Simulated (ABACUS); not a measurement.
The system is KCl (Sylvite).

```
K Cl
1.0
     0.00000    3.14647    3.14647
     3.14647    0.00000    3.14647
     3.14647    3.14647    0.00000
K Cl
1 1
Direct
  0.00000 0.00000 0.00000
  0.50000 0.50000 0.50000
```

Base run:

* Program: ABACUS 3.10.1
* Functional: PBE
* Potentials or basis: SG15 ONCV 1.2 PBE
* Cutoff: 1007 eV
* Density cutoff: 4027 eV
* Basis: plane waves
* k mesh: 6 × 6 × 6
* Occupations: fermi-dirac, width 0.05 eV
* Spin: no spin polarisation

Its results: band gap on the k mesh 5.19 eV, direct; pressure 0.7 GPa.

After a change of settings the same cell gave: band gap on the k mesh 5.10 eV, direct; pressure -0.2 GPa. Which change was it?
A. functional from PBE to BLYP; potentials or basis from SG15 ONCV 1.2 PBE to PseudoDojo NC SR 0.5 PBE stringent
B. functional from PBE to WC
C. functional from PBE to r2SCAN; cutoff from 1007 eV to 1170 eV; density cutoff from 4027 eV to 4680 eV; k mesh from 6 × 6 × 6 to 4 × 4 × 4
D. functional from PBE to revTPSS; cutoff from 1007 eV to 1170 eV; density cutoff from 4027 eV to 4680 eV; k mesh from 6 × 6 × 6 to 4 × 4 × 4

B.

WC binds more tightly than PBE, so the same cell stands under less pressure.

Caveats: the potentials were made for another functional, which shifts forces and pressure (some runs).

Not every run made on this cell is shown here.
